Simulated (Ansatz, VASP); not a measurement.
This is a calculation of Zr for Ansatz 0.2.0.

input.yaml

```yaml
crystal:
  lattice:
    - [3.1660223034, 0.0, 0.0]
    - [-1.5830111517, 2.7418557436, 0.0]
    - [0.0, 0.0, 5.0419297016]
  atoms:
    - { symbol: Zr, position: [0.6666666667, 0.3333333333, 0.75] }
    - { symbol: Zr, position: [0.3333333333, 0.6666666667, 0.25] }
kpoints:
  mp_grid: { grid: [9, 9, 5] }
scf:
  occupations: { method: fermi_dirac, width: 0.05 }
hamiltonian:
  xc: pbe
  pseudopotentials: { kind: all_electron, lapw: { basis_error: 0.0005 } }
output:
  forces: true
  stress: true
  eigenvalues: true
```

Potentials or basis: all-electron LAPW, scalar-relativistic.

The run is started by

```console
$ ansatz run input.yaml --threads 1 --pin off --max-ram 3072MiB --backend cpu --events-out ev --progress --plain --runs-dir out
```

Task: Set up the same calculation for VASP 6.6.1. Potentials there: VASP PAW PBE potentials, release 64 (Zr_sv).

Result: As run (the cutoff follows the program's own potentials):

File INCAR:

```
SYSTEM = Zr
PREC     = Accurate       ! precision mode
ENCUT    = 520            ! plane-wave cutoff, eV
EDIFF    = 1E-6           ! SCF threshold, eV
ISMEAR   = -1             ! smearing method
SIGMA    = 0.05           ! smearing width, eV
LREAL    = .FALSE.        ! projectors in reciprocal space
LASPH    = .TRUE.         ! aspherical terms in the spheres
NELM     = 100            ! most SCF steps
ALGO     = Normal         ! electronic algorithm
ISIF     = 2              ! what is computed and relaxed
LWAVE    = .FALSE.        ! write WAVECAR
LCHARG   = .TRUE.         ! write CHGCAR
GGA      = PE             ! functional
LELF     = .TRUE.         ! ELF
LVHAR    = .TRUE.       
NBANDS   = 19             ! bands
```

KPOINTS

```
regular mesh
0
G
  9 9 5
  0 0 0
```

Contents of POSCAR:

```
Zr
1.0
    3.1660223034      0.0000000000      0.0000000000
   -1.5830111517      2.7418557436      0.0000000000
    0.0000000000      0.0000000000      5.0419297016
Zr
2
Direct
    0.6666666667      0.3333333333      0.7500000000
    0.3333333333      0.6666666667      0.2500000000
```

Potentials or basis: VASP PAW PBE potentials, release 64 (Zr_sv).

Command:

```console
$ cat potpaw_PBE.64/Zr_sv/POTCAR > POTCAR
$ mpirun -np 1 vasp_std > vasp.out
```

Both were run:

|  | VASP | Ansatz | Ansatz less VASP |
| --- | --- | --- | --- |
| gap on the k mesh at the Fermi level (eV) | none | none | - |
| pressure (GPa) | 7.0 | 7.1 | +0.01 |
| largest component of the traceless stress (GPa) | 0.98 | 0.98 | 0.000 |

A gap of «none» marks a metal or a gap that the smearing closes. Ansatz ran all-electron here, so the differences hold the error of VASP's frozen core and of both bases.
